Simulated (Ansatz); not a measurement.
## TiTe₂: relaxation of cell and atoms

Level of theory: DFT, PBE, PAW with Ansatz's default frozen-core files, scalar-relativistic (Ansatz 0.2.0).

Command: `ansatz run input.yaml --threads 1 --pin off --max-ram 3072MiB --backend cpu --events-out ev --progress --plain --runs-dir out` The run took 35 s on 1 thread of Arm Neoverse V1, with other jobs on the host, peak memory 0.41 GiB.

```yaml
crystal:
  lattice:
    - [0.0, 3.2171018403, 3.2171018403]
    - [3.2171018403, 0.0, 3.2171018403]
    - [3.2171018403, 3.2171018403, 0.0]
  atoms:
    - { symbol: Ti, position: [0.0, 0.0, 0.0] }
    - { symbol: Te, position: [0.25, 0.25, 0.25] }
    - { symbol: Te, position: [0.75, 0.75, 0.75] }
kpoints:
  mp_grid: { grid: [10, 10, 10] }
scf:
  occupations: { method: fermi_dirac, width: 0.03 }
hamiltonian:
  xc: pbe
  pseudopotentials: { kind: paw }
output:
  forces: true
  stress: true
relax:
  f_tol: 0.005
  max_steps: 80
  cell: {}
```

No spin–orbit coupling, which matters for the heavy atoms here.

The cell is built from the fluorite type as a first guess.

The cutoff is 420 eV; energies and pressures of the walk include the program's estimate of the Pulay term.

Each frame lists the cell vectors (Å), then Cartesian positions (Å); symmetry keeps all forces zero. Free energies count from the first step, -16459.7432 eV.

The walk took 7 evaluations in all; steps that aren't listed are left out.

Step 1: E = 0.0 meV, P = 19.56 GPa

```
cell 0.0000 3.2171 3.2171 3.2171 0.0000 3.2171 3.2171 3.2171 0.0000
Ti    0.0000    0.0000    0.0000
Te    1.6086    1.6086    1.6086
Te    4.8257    4.8257    4.8257
```

Step 2: E = -709.2 meV, P = 4.30 GPa

```
cell 0.0000 3.3739 3.3739 3.3739 0.0000 3.3739 3.3739 3.3739 0.0000
Ti    0.0000    0.0000    0.0000
Te    1.6870    1.6870    1.6870
Te    5.0609    5.0609    5.0609
```

Step 3: E = -764.0 meV, P = 0.96 GPa

```
cell 0.0000 3.4239 3.4239 3.4239 0.0000 3.4239 3.4239 3.4239 0.0000
Ti    0.0000    0.0000    0.0000
Te    1.7119    1.7119    1.7119
Te    5.1358    5.1358    5.1358
```

**Question.** How does the relaxation end?

**Answer.** It converges, with a = 6.884 Å, b = 6.884 Å, c = 6.884 Å, α = 90.00°, β = 90.00°, γ = 90.00° (conventional cell, space group Fm-3m). The last solve (on a basis chosen afresh for the final cell, so its energy is not quite comparable) gives E = -771.5 meV, P = 0.00 GPa:
```
cell 0.0000 3.4421 3.4421 3.4421 0.0000 3.4421 3.4421 3.4421 0.0000
Ti    0.0000    0.0000    0.0000
Te    1.7210    1.7210    1.7210
Te    5.1631    5.1631    5.1631
```
